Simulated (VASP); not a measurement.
Write the native input for VASP 6.6.1 that does the following.

- Task: electrostatic potential
- Functional: PBE
- Potentials or basis: VASP PAW PBE potentials, release 64 (Y_sv)
- Cutoff: 520 eV
- k mesh: 14 × 14 × 8
- Occupations: methfessel-paxton, width 0.1 eV
- Spin: no spin polarisation
- Further INCAR settings: ALGO = Normal; EDIFF = 1e-07

The structure of Y lies in POSCAR:

```
Y                                       
1.0
    3.6531424244      0.0000000000     -0.0000000000
   -1.8265712122      3.1637141394      0.0000000000
    0.0000000000      0.0000000000      5.6633631204
  Y             
     2
Direct
     0.3333333300000021    0.6666666699999979    0.2500000000000000
     0.6666666699999979    0.3333333300000021    0.7500000000000000
```

The cell was built by a generator and needn't be a form met in nature.

These files were run (other wordings do the same):

INCAR

```
ALGO = Normal ; EDIFF = 1E-7
ENCUT = 520 ; GGA = PE
ISIF = 2 ; ISMEAR = 1
LASPH = True ; LCHARG = True
LREAL = False ; LVHAR = True
LWAVE = False ; NELM = 80
PREC = Accurate ; SIGMA = 0.1
```

KPOINTS

```
k-points
0
Gamma
  14 14 8
```

Potentials or basis: VASP PAW PBE potentials, release 64 (Y_sv).

The run is started by

```bash
$ cat potpaw_PBE.64/Y_sv/POTCAR > POTCAR
$ mpirun -np 1 vasp_std > vasp.out
```

Results of the run:

```yaml
Pressure: 0.0 GPa
Band_gap_on_the_k_mesh: none (metal or under the smearing width)
```

Wall time 66 s on 1 thread of AMD EPYC 9R14 (Zen 4), with other jobs on the host, peak memory 0.23 GiB.
